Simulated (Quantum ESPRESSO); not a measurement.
# RuS2 (Laurite) (Pa-3) in Quantum ESPRESSO: equation of state

How stiff is RuS2 (Laurite) in PBE, and what volume does it want? The cell is scaled to several volumes.

All numbers are computed with Quantum ESPRESSO 7.5; they aren't measurements. Logs are shortened: lines on timing, memory, paths and dates and some standing lists are left out, and cuts for length are marked.

## Step 1: The crystal as given

The structure is cubic, space group Pa-3 (No. 205). The conventional cell has a = 5.611 Å, b = 5.611 Å, c = 5.611 Å, α = 90.00°, β = 90.00°, γ = 90.00°. Around Ru (site symmetry -3) lie 6 S at 2.35 Å. S (site symmetry 3) has 1 S at 2.17 Å and 3 Ru at 2.35 Å as nearest neighbours.

## Step 2: Single point, PBE, 13.83 Å³/atom

File pw.in:

```
&CONTROL
  calculation = 'scf'
  prefix = 'pwscf'
  outdir = './tmp'
  pseudo_dir = './pseudo'
  tstress = .true.
  disk_io = 'nowf'
/
&SYSTEM
  ibrav = 0
  nat = 12
  ntyp = 2
  ecutwfc = 60
  ecutrho = 440
  nbnd = 72
  occupations = 'smearing'
  smearing = 'fd'
  degauss = 0.00367493
/
&ELECTRONS
  conv_thr = 2.4d-09
  electron_maxstep = 120
  mixing_beta = 0.5
/
ATOMIC_SPECIES
Ru   101.0700 Ru_ONCV_PBE-1.0.oncvpsp.upf
S     32.0600 s_pbe_v1.4.uspp.F.UPF
CELL_PARAMETERS angstrom
   5.4960658216    0.0000000000    0.0000000000
   0.0000000000    5.4960658216    0.0000000000
   0.0000000000    0.0000000000    5.4960658216
ATOMIC_POSITIONS crystal
Ru     0.0000000000    0.5000000000    0.5000000000
Ru     0.5000000000    0.5000000000    0.0000000000
Ru     0.5000000000    0.0000000000    0.5000000000
Ru     0.0000000000    0.0000000000    0.0000000000
S      0.3883100000    0.1116900000    0.8883100000
S      0.1116900000    0.8883100000    0.3883100000
S      0.8883100000    0.3883100000    0.1116900000
S      0.6116900000    0.6116900000    0.6116900000
S      0.6116900000    0.8883100000    0.1116900000
S      0.8883100000    0.1116900000    0.6116900000
S      0.1116900000    0.6116900000    0.8883100000
S      0.3883100000    0.3883100000    0.3883100000
K_POINTS automatic
5 5 5 0 0 0
```

Potentials or basis: SSSP 1.3 efficiency PBE.

Command:

```bash
$ OMP_NUM_THREADS=1 mpirun -n 2 pw.x -nk 2 -in pw.in > pw.out
```

pw.out:

```text
This program is part of the open-source Quantum ESPRESSO suite
     for quantum simulation of materials; please cite
[... 6 lines left out ...]
     using ibrav=0 with symmetry is DISCOURAGED, use correct ibrav instead

     K-points division:     npool     =       2
     Subspace diagonalization in iterative solution of the eigenvalue problem:
     a serial algorithm will be used

     G-vector sticks info
     --------------------
     sticks:   dense  smooth     PW     G-vecs:    dense   smooth      PW
     Sum        3777    2061    577               174461    70319   10395

     Using Slab Decomposition

     bravais-lattice index     =            0
     lattice parameter (alat)  =      10.3861  a.u.
     unit-cell volume          =    1120.3465 (a.u.)^3
     number of atoms/cell      =           12
     number of atomic types    =            2
     number of electrons       =       112.00
     number of Kohn-Sham states=           72
     kinetic-energy cutoff     =      60.0000  Ry
     charge density cutoff     =     440.0000  Ry
     scf convergence threshold =      2.4E-09
     mixing beta               =       0.5000
     number of iterations used =            8  plain     mixing
     Exchange-correlation=  SLA  PW   PBX  PBC
                           (   1   4   3   4   0   0   0)

     celldm(1)=  10.386059  celldm(2)=   0.000000  celldm(3)=   0.000000
     celldm(4)=   0.000000  celldm(5)=   0.000000  celldm(6)=   0.000000

     crystal axes: (cart. coord. in units of alat)
               a(1) = (   1.000000   0.000000   0.000000 )
               a(2) = (   0.000000   1.000000   0.000000 )
               a(3) = (   0.000000   0.000000   1.000000 )

     reciprocal axes: (cart. coord. in units 2 pi/alat)
               b(1) = (  1.000000  0.000000  0.000000 )
               b(2) = (  0.000000  1.000000  0.000000 )
               b(3) = (  0.000000  0.000000  1.000000 )

     PseudoPot. # 1 for Ru read from file:
     Ru_ONCV_PBE-1.0.oncvpsp.upf
     Pseudo is Norm-conserving, Zval = 16.0
     Generated using ONCVPSP code by D. R. Hamann
     Using radial grid of 1458 points,  6 beta functions with:
                l(1) =   0
                l(2) =   0
                l(3) =   1
                l(4) =   1
                l(5) =   2
                l(6) =   2

     PseudoPot. # 2 for S  read from file:
     s_pbe_v1.4.uspp.F.UPF
     Pseudo is Ultrasoft + core correction, Zval =  6.0
     Generated by new atomic code, or converted to UPF format
     Using radial grid of  907 points,  6 beta functions with:
                l(1) =   0
                l(2) =   0
                l(3) =   1
                l(4) =   1
                l(5) =   2
                l(6) =   2
     Q(r) pseudized with  8 coefficients,  rinner =    1.300   1.300   1.300
                                                       1.300   1.300

     atomic species   valence    mass     pseudopotential
     Ru               16.00   101.07000     Ru( 1.00)
     S                 6.00    32.06000     S ( 1.00)

     24 Sym. Ops., with inversion, found (18 have fractional translation)

   Cartesian axes

     site n.     atom                  positions (alat units)
         1        Ru     tau(   1) = (   0.0000000   0.5000000   0.5000000  )
         2        Ru     tau(   2) = (   0.5000000   0.5000000   0.0000000  )
         3        Ru     tau(   3) = (   0.5000000   0.0000000   0.5000000  )
         4        Ru     tau(   4) = (   0.0000000   0.0000000   0.0000000  )
         5        S      tau(   5) = (   0.3883100   0.1116900   0.8883100  )
         6        S      tau(   6) = (   0.1116900   0.8883100   0.3883100  )
         7        S      tau(   7) = (   0.8883100   0.3883100   0.1116900  )
         8        S      tau(   8) = (   0.6116900   0.6116900   0.6116900  )
         9        S      tau(   9) = (   0.6116900   0.8883100   0.1116900  )
        10        S      tau(  10) = (   0.8883100   0.1116900   0.6116900  )
        11        S      tau(  11) = (   0.1116900   0.6116900   0.8883100  )
        12        S      tau(  12) = (   0.3883100   0.3883100   0.3883100  )

     number of k points=    11  Fermi-Dirac smearing, width (Ry)=  0.0037
                       cart. coord. in units 2pi/alat
        k(    1) = (   0.0000000   0.0000000   0.0000000), wk =   0.0160000
        k(    2) = (   0.0000000   0.0000000   0.2000000), wk =   0.0960000
        k(    3) = (   0.0000000   0.0000000   0.4000000), wk =   0.0960000
        k(    4) = (   0.0000000   0.2000000   0.2000000), wk =   0.1920000
        k(    5) = (   0.0000000   0.2000000   0.4000000), wk =   0.1920000
        k(    6) = (   0.0000000   0.4000000   0.4000000), wk =   0.1920000
        k(    7) = (   0.2000000   0.2000000   0.2000000), wk =   0.1280000
        k(    8) = (   0.2000000   0.2000000   0.4000000), wk =   0.3840000
        k(    9) = (   0.2000000   0.4000000   0.4000000), wk =   0.3840000
        k(   10) = (   0.4000000   0.4000000   0.4000000), wk =   0.1280000
        k(   11) = (   0.0000000   0.4000000   0.2000000), wk =   0.1920000

     Dense  grid:   174461 G-vectors     FFT dimensions: (  72,  72,  72)

     Smooth grid:    70319 G-vectors     FFT dimensions: (  54,  54,  54)

     Initial potential from superposition of free atoms

     starting charge     111.9975, renormalised to     112.0000
     Starting wfcs are   72 randomized atomic wfcs

     Self-consistent Calculation

     iteration #  1     ecut=    60.00 Ry     beta= 0.50
     Davidson diagonalization with overlap
     ethr =  1.00E-02,  avg # of iterations =  5.2

     total energy              =    -946.84601404 Ry
     estimated scf accuracy    <       1.26719686 Ry

     iteration #  2     ecut=    60.00 Ry     beta= 0.50
     Davidson diagonalization with overlap
     ethr =  1.13E-03,  avg # of iterations =  3.3

     total energy              =    -947.09418338 Ry
     estimated scf accuracy    <       2.00891925 Ry

     iteration #  3     ecut=    60.00 Ry     beta= 0.50
     Davidson diagonalization with overlap
     ethr =  1.13E-03,  avg # of iterations =  2.0

     total energy              =    -947.39206189 Ry
     estimated scf accuracy    <       0.03903611 Ry

     iteration #  4     ecut=    60.00 Ry     beta= 0.50
     Davidson diagonalization with overlap
     ethr =  3.49E-05,  avg # of iterations =  9.0

     total energy              =    -947.40018125 Ry
     estimated scf accuracy    <       0.01763845 Ry

     iteration #  5     ecut=    60.00 Ry     beta= 0.50
     Davidson diagonalization with overlap
     ethr =  1.57E-05,  avg # of iterations =  2.2
[... 22 lines left out ...]
     total energy              =    -947.40163546 Ry
     estimated scf accuracy    <       0.00000138 Ry

     iteration #  9     ecut=    60.00 Ry     beta= 0.50
     Davidson diagonalization with overlap
     ethr =  1.23E-09,  avg # of iterations =  2.4

     total energy              =    -947.40163584 Ry
     estimated scf accuracy    <       0.00000002 Ry

     iteration # 10     ecut=    60.00 Ry     beta= 0.50
     Davidson diagonalization with overlap
     ethr =  2.21E-11,  avg # of iterations =  4.3

     total energy              =    -947.40163585 Ry
     estimated scf accuracy    <          9.7E-09 Ry

     iteration # 11     ecut=    60.00 Ry     beta= 0.50
     Davidson diagonalization with overlap
     ethr =  8.69E-12,  avg # of iterations =  2.1

     End of self-consistent calculation

          k = 0.0000 0.0000 0.0000 (  8733 PWs)   bands (ev):

   -57.0884 -57.0869 -57.0869 -57.0869 -27.2636 -27.2636 -27.2636 -27.2503
   -27.2503 -27.2459 -27.2459 -27.2459 -27.0365 -27.0321 -27.0321 -27.0321
    -1.9772  -0.3844  -0.3844  -0.3844   2.7920   2.7920   2.7920   3.9572
     7.5281   7.5281   7.5281   9.2626   9.2626   9.2626   9.5037   9.5037
     9.5037   9.7906   9.9968   9.9968  10.1249  10.1249  10.5045  10.5045
    10.5045  12.1415  12.1415  12.1415  12.8709  12.8709  12.8709  13.8738
    13.8738  14.0091  14.0091  14.0091  14.1131  14.1131  14.1131  14.4615
    15.4519  17.6664  17.6664  17.6664  17.7745  17.7745  17.7745  20.0192
    20.0192  20.0192  20.3278  20.3278  21.7905  21.7905  21.7905  23.2088

          k = 0.0000 0.0000 0.2000 (  8778 PWs)   bands (ev):

   -57.0883 -57.0870 -57.0869 -57.0869 -27.2624 -27.2624 -27.2623 -27.2515
   -27.2498 -27.2471 -27.2471 -27.2463 -27.0362 -27.0325 -27.0322 -27.0322
    -1.8313  -0.5253  -0.3252  -0.3221   2.7047   2.7667   2.7839   3.6679
     7.5685   7.6215   7.6390   8.7286   8.7524   9.2635   9.2992   9.5701
     9.6094   9.7481   9.8684   9.9956  10.0668  10.1663  10.8525  11.0627
    11.1922  11.6581  11.7437  12.6696  13.0818  13.2705  13.3954  13.6536
    13.8022  13.9268  14.0042  14.0496  14.0839  14.1482  14.3036  14.5145
    15.9432  17.3233  17.5081  17.6638  17.6721  17.8202  18.0655  19.2688
    19.6420  19.7434  19.7954  20.0689  21.6910  22.2281  22.3575  22.8921

          k = 0.0000 0.0000 0.4000 (  8786 PWs)   bands (ev):

   -57.0879 -57.0874 -57.0869 -57.0869 -27.2597 -27.2596 -27.2590 -27.2549
   -27.2497 -27.2497 -27.2488 -27.2474 -27.0352 -27.0338 -27.0325 -27.0324
    -1.4357  -0.9274  -0.2196  -0.2159   2.6379   2.6953   2.8444   3.1533
     7.5672   7.5951   7.7152   8.0411   8.5443   8.8800   9.6176   9.6380
     9.6461   9.7794   9.8609  10.1255  10.2926  10.5337  10.9077  11.0263
    11.3961  11.7905  12.2274  12.2351  13.2883  13.3234  13.5261  13.7656
    13.9993  14.0239  14.0627  14.0932  14.3272  14.5317  14.5335  14.7101
    16.8587  16.9021  17.3329  17.4929  17.9481  17.9622  18.2961  18.3054
    18.8096  19.0160  19.4686  19.5814  21.4294  21.4656  21.9594  22.1790
[... 75 lines left out ...]
   -57.0874 -57.0872 -57.0872 -57.0872 -27.2631 -27.2621 -27.2621 -27.2614
   -27.2462 -27.2462 -27.2450 -27.2450 -27.0335 -27.0332 -27.0331 -27.0331
    -0.5684  -0.3357  -0.3284  -0.3284   2.1044   2.1044   2.1813   2.2303
     7.5457   7.7765   7.7765   7.8645   8.6630   8.6630   9.0752   9.0752
     9.3398   9.7611   9.7611   9.8694  12.0301  12.1176  12.1176  12.2514
    12.2514  12.6405  12.7987  12.7987  13.1409  13.1409  13.3103  13.3607
    13.3607  13.7034  13.7034  13.7060  13.9401  14.2368  14.2368  14.2685
    17.1950  17.4852  17.5344  17.5344  18.1092  18.1092  18.4405  18.4405
    18.5868  18.6956  18.8808  18.8808  21.6905  21.7712  21.7712  22.4193

          k = 0.0000 0.4000 0.2000 (  8785 PWs)   bands (ev):

   -57.0878 -57.0874 -57.0870 -57.0869 -27.2612 -27.2601 -27.2559 -27.2539
   -27.2522 -27.2520 -27.2471 -27.2466 -27.0349 -27.0337 -27.0327 -27.0326
    -1.3032  -0.8175  -0.2850  -0.2169   2.5410   2.5439   2.8102   2.9978
     7.4500   7.4631   7.8543   8.0642   8.8176   8.8328   9.0500   9.2529
     9.8278   9.8505   9.9546  10.2877  10.5693  10.6776  10.9630  11.0553
    11.4024  12.0906  12.1912  12.6284  13.4664  13.5366  13.5716  13.6548
    13.8824  13.9784  14.0044  14.0371  14.2972  14.4889  14.5848  14.6060
    16.7059  17.2907  17.4488  17.6241  17.9054  17.9113  18.2194  18.3181
    18.7389  18.7591  19.0492  19.0873  21.6713  21.9202  22.0175  22.3829

     the Fermi energy is    15.1749 ev

!    total energy              =    -947.40163585 Ry
     estimated scf accuracy    <          1.3E-09 Ry
     smearing contrib. (-TS)   =      -0.00000416 Ry
     internal energy E=F+TS    =    -947.40163170 Ry

     The total energy is F=E-TS. E is the sum of the following terms:
     one-electron contribution =    -255.81670591 Ry
     hartree contribution      =     192.17687933 Ry
     xc contribution           =    -148.43459233 Ry
     ewald contribution        =    -735.32721279 Ry

     convergence has been achieved in  11 iterations

     Computing stress (Cartesian axis) and pressure

          total   stress  (Ry/bohr**3)                   (kbar)     P=      172.22
   0.00117075   0.00000000   0.00000000          172.22        0.00        0.00
   0.00000000   0.00117075   0.00000000            0.00      172.22        0.00
   0.00000000   0.00000000   0.00117075            0.00        0.00      172.22

=------------------------------------------------------------------------------=
   JOB DONE.
=------------------------------------------------------------------------------=
```

Run time: 47 s. Hardware: 2 MPI ranks of AMD EPYC 9R45 (Zen 5), shared host; peak memory 0.98 GiB.

Results:

```yaml
Free_energy: -12890.0559 eV
Pressure: 17.2 GPa
Band_gap_on_the_k_mesh: 0.74 eV, indirect (least direct gap 0.99 eV)
```

Caveat: an odd mesh through Γ misses points on the zone boundary, where band edges often lie.

## Step 3: Single point, PBE, 14.13 Å³/atom

Edit pw.in of step 2 so:

```diff
@@ -28,5 +28,5 @@
 CELL_PARAMETERS angstrom
-   5.4960658216    0.0000000000    0.0000000000
-   0.0000000000    5.4960658216    0.0000000000
-   0.0000000000    0.0000000000    5.4960658216
+   5.5347717857    0.0000000000    0.0000000000
+   0.0000000000    5.5347717857    0.0000000000
+   0.0000000000    0.0000000000    5.5347717857
 ATOMIC_POSITIONS crystal
```

Potentials or basis: SSSP 1.3 efficiency PBE.

Command:

```bash
$ OMP_NUM_THREADS=1 mpirun -n 2 pw.x -nk 2 -in pw.in > pw.out
```

Run time: 48 s. Hardware: 2 MPI ranks of AMD EPYC 9R45 (Zen 5), shared host; peak memory 1 GiB.

Results (log left out):

```yaml
Free_energy: -12890.3798 eV
Pressure: 12.1 GPa
Band_gap_on_the_k_mesh: 0.75 eV, indirect (least direct gap 0.99 eV)
```

Caveat: an odd mesh through Γ misses points on the zone boundary, where band edges often lie.

## Step 4: Single point, PBE, 14.42 Å³/atom

Edit pw.in of step 3 so:

```diff
@@ -28,5 +28,5 @@
 CELL_PARAMETERS angstrom
-   5.5347717857    0.0000000000    0.0000000000
-   0.0000000000    5.5347717857    0.0000000000
-   0.0000000000    0.0000000000    5.5347717857
+   5.5729438318    0.0000000000    0.0000000000
+   0.0000000000    5.5729438318    0.0000000000
+   0.0000000000    0.0000000000    5.5729438318
 ATOMIC_POSITIONS crystal
```

Command:

```bash
$ OMP_NUM_THREADS=1 mpirun -n 2 pw.x -nk 2 -in pw.in > pw.out
```

Run time: 48 s. Hardware: 2 MPI ranks of AMD EPYC 9R45 (Zen 5), shared host; peak memory 1 GiB.

Results (log left out):

```
Free energy            : -12890.5977 eV
Pressure               : 7.6 GPa
Band gap on the k mesh : 0.76 eV, indirect (least direct gap 0.98 eV)
```

Caveat: an odd mesh through Γ misses points on the zone boundary, where band edges often lie.

## Step 5: Single point, PBE, 14.72 Å³/atom

Edit pw.in of step 4 so:

```diff
@@ -28,5 +28,5 @@
 CELL_PARAMETERS angstrom
-   5.5729438318    0.0000000000    0.0000000000
-   0.0000000000    5.5729438318    0.0000000000
-   0.0000000000    0.0000000000    5.5729438318
+   5.6106000000    0.0000000000    0.0000000000
+   0.0000000000    5.6106000000    0.0000000000
+   0.0000000000    0.0000000000    5.6106000000
 ATOMIC_POSITIONS crystal
```

Command:

```bash
$ OMP_NUM_THREADS=1 mpirun -n 2 pw.x -nk 2 -in pw.in > pw.out
```

Wall time 47 s (2 MPI ranks of AMD EPYC 9R45 (Zen 5), shared host); peak memory 1 GiB.

It converged, with:

```yaml
Free_energy: -12890.7213 eV
Pressure: 3.6 GPa
Band_gap_on_the_k_mesh: 0.76 eV, indirect (least direct gap 0.97 eV)
```

Caveat: an odd mesh through Γ misses points on the zone boundary, where band edges often lie.

## Step 6: Single point, PBE, 15.01 Å³/atom

Edit pw.in of step 5 so:

```diff
@@ -28,5 +28,5 @@
 CELL_PARAMETERS angstrom
-   5.6106000000    0.0000000000    0.0000000000
-   0.0000000000    5.6106000000    0.0000000000
-   0.0000000000    0.0000000000    5.6106000000
+   5.6477573743    0.0000000000    0.0000000000
+   0.0000000000    5.6477573743    0.0000000000
+   0.0000000000    0.0000000000    5.6477573743
 ATOMIC_POSITIONS crystal
```

Potentials or basis: SSSP 1.3 efficiency PBE.

Command:

```bash
$ OMP_NUM_THREADS=1 mpirun -n 2 pw.x -nk 2 -in pw.in > pw.out
```

It took 48 s on 2 MPI ranks of AMD EPYC 9R45 (Zen 5), shared host; peak memory 1 GiB.

Results (log left out):

| Quantity | Value |
| --- | --- |
| Free energy | -12890.7608 eV |
| Pressure | 0.0 GPa |
| Band gap on the k mesh | 0.77 eV, indirect (least direct gap 0.97 eV) |

Caveat: an odd mesh through Γ misses points on the zone boundary, where band edges often lie.

## Step 7: Single point, PBE, 15.31 Å³/atom

Edit pw.in of step 6 so:

```diff
@@ -28,5 +28,5 @@
 CELL_PARAMETERS angstrom
-   5.6477573743    0.0000000000    0.0000000000
-   0.0000000000    5.6477573743    0.0000000000
-   0.0000000000    0.0000000000    5.6477573743
+   5.6844321511    0.0000000000    0.0000000000
+   0.0000000000    5.6844321511    0.0000000000
+   0.0000000000    0.0000000000    5.6844321511
 ATOMIC_POSITIONS crystal
```

Command:

```bash
$ OMP_NUM_THREADS=1 mpirun -n 2 pw.x -nk 2 -in pw.in > pw.out
```

Wall time 49 s (2 MPI ranks of AMD EPYC 9R45 (Zen 5), shared host); peak memory 1.1 GiB.

Results (log left out):

```
Free energy            : -12890.7255 eV
Pressure               : -3.2 GPa
Band gap on the k mesh : 0.77 eV, indirect (least direct gap 0.96 eV)
```

Caveat: an odd mesh through Γ misses points on the zone boundary, where band edges often lie.

## Step 8: Single point, PBE, 15.60 Å³/atom

Edit pw.in of step 7 so:

```diff
@@ -28,5 +28,5 @@
 CELL_PARAMETERS angstrom
-   5.6844321511    0.0000000000    0.0000000000
-   0.0000000000    5.6844321511    0.0000000000
-   0.0000000000    0.0000000000    5.6844321511
+   5.7206397015    0.0000000000    0.0000000000
+   0.0000000000    5.7206397015    0.0000000000
+   0.0000000000    0.0000000000    5.7206397015
 ATOMIC_POSITIONS crystal
```

Command:

```bash
$ OMP_NUM_THREADS=1 mpirun -n 2 pw.x -nk 2 -in pw.in > pw.out
```

Wall time 51 s (2 MPI ranks of AMD EPYC 9R45 (Zen 5), shared host); peak memory 1.1 GiB.

Results (log left out):

| Property | Result |
| --- | --- |
| Free energy | -12890.6237 eV |
| Pressure | -6.1 GPa |
| Band gap on the k mesh | 0.77 eV, indirect (least direct gap 0.95 eV) |

Caveat: an odd mesh through Γ misses points on the zone boundary, where band edges often lie.

## Step 9: Equation of state, PBE

Potentials or basis: SSSP 1.3 efficiency PBE.

No new run: the results of the series are fitted here.

Results:

- Equilibrium volume: 15.02 Å³/atom
- Bulk modulus at fixed shape and positions: 173 GPa
- Pressure derivative of the bulk modulus: 4.9

Energy against volume, from the lowest point:
```
volume (Å³/atom)  energy (meV/atom)
          13.835              58.74
          14.129              31.76
          14.424              13.59
          14.718               3.29
          15.012               0.00
          15.307               2.94
          15.601              11.43
```

Caveat: the cell was scaled at fixed shape and fractional positions, which overstates the stiffness of a crystal with free parameters, most of all of layers and chains.
